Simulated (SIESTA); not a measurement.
The system is ZnS (Wurtzite-4H).

```
CELL_PARAMETERS angstrom
3.82270 0.00000 0.00000
-1.91135 3.31056 0.00000
0.00000 0.00000 12.52000
ATOMIC_POSITIONS crystal
Zn 0.66667 0.33333 0.75000
Zn 0.33333 0.66667 0.25000
Zn 0.00000 0.00000 0.50000
Zn 0.00000 0.00000 0.00000
S 0.66667 0.33333 0.93750
S 0.33333 0.66667 0.43750
S 0.00000 0.00000 0.68750
S 0.00000 0.00000 0.18750
```

Program: SIESTA 5.4.2. Alike in all runs: task band structure; no spin polarisation; cell as given; k mesh 8 × 8 × 3; smearing fermi-dirac 0.05 eV; grid cutoff 800 Ry.

Question: Order these runs on this cell by their band gap on the k mesh, lowest first.
A. level PBE; potentials or basis PseudoDojo 0.4 standard (PBE files), TZP (energy shift 0.003 Ry; two zetas on semicore shells); energy shift 0.003 Ry
B. level PW86PBE; potentials or basis PseudoDojo 0.4 standard (PBE files), DZP (energy shift 0.002 Ry); energy shift 0.002 Ry
C. level vdW-DF-C09; potentials or basis PseudoDojo 0.4 standard (PBE files), DZP (energy shift 0.002 Ry); energy shift 0.002 Ry

Answer: A (2.40 eV), C (2.61 eV), B (2.80 eV).

Caveats: the valence orbitals were made in a potential fitted to the semicore shell under them, which widens gaps by tenths of an eV or more; the basis of atomic orbitals isn't converged, which shifts pressures, moduli and gaps.

A k mesh can miss the band edges.

Not every run made on this cell is shown here.
